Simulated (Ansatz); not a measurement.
Input and command of a calculation in Ansatz (plane waves; scalar-relativistic PAW potentials unless the input names others):

```yaml
crystal:
  lattice:
    - [4.5744403909, 0.0, 0.0]
    - [-2.2872201955, 3.9615815866, 0.0]
    - [0.0, 0.0, 6.5665572496]
  atoms:
    - { symbol: SIx, position: [0.1641680652, 0.8358319348, 0.8333333333] }
    - { symbol: Si, position: [0.3283361304, 0.1641680652, 0.1666666667] }
    - { symbol: Si, position: [0.8358319348, 0.6716638696, 0.5] }
    - { symbol: Si, position: [0.8358319348, 0.1641680652, 0.8333333333] }
    - { symbol: Si, position: [0.6716638696, 0.8358319348, 0.1666666667] }
    - { symbol: Si, position: [0.1641680652, 0.3283361304, 0.5] }
    - { symbol: Mo, position: [0.4934667748, 0.0178491031, 0.5] }
    - { symbol: Mo, position: [0.0, 0.5, 0.1666666667] }
    - { symbol: Mo, position: [0.5, 0.5, 0.8333333333] }
basis:
  ecutwfc: 420
kpoints:
  mp_grid: { grid: [12, 12, 6] }
hamiltonian:
  xc: pbesol
scf:
  occupations: { method: gaussian, width: 0.15 }
  max_iter: 50
output:
  forces: true
  eigenvalues: true
  stress: true
```

```bash
ansatz run input.yaml --threads 2 --pin off --max-ram 5120MiB --backend cpu --events-out ev --progress --plain --runs-dir out
```

**Question.** What will the program do with this input?

**Answer.** The program refuses it, because of an unknown element (crystal.atoms[0].symbol: "Si" → "SIx"). With the sound run's settings it is accepted.

Abridged log:
```
Error: YAML parse error: error: line 7 column 17: `SIx` is not an element symbol (H … Og, case-exact)
 --> <input>:7:17
  |
5 |     - [0.0, 0.0, 6.5665572496]
6 |   atoms:
7 |     - { symbol: SIx, position: [0.1641680652, 0.8358319348, 0.8333333333] }
  |                 ^ `SIx` is not an element symbol (H … Og, case-exact)
8 |     - { symbol: Si, position: [0.3283361304, 0.1641680652, 0.1666666667] }
9 |     - { symbol: Si, position: [0.8358319348, 0.6716638696, 0.5] }
  |
```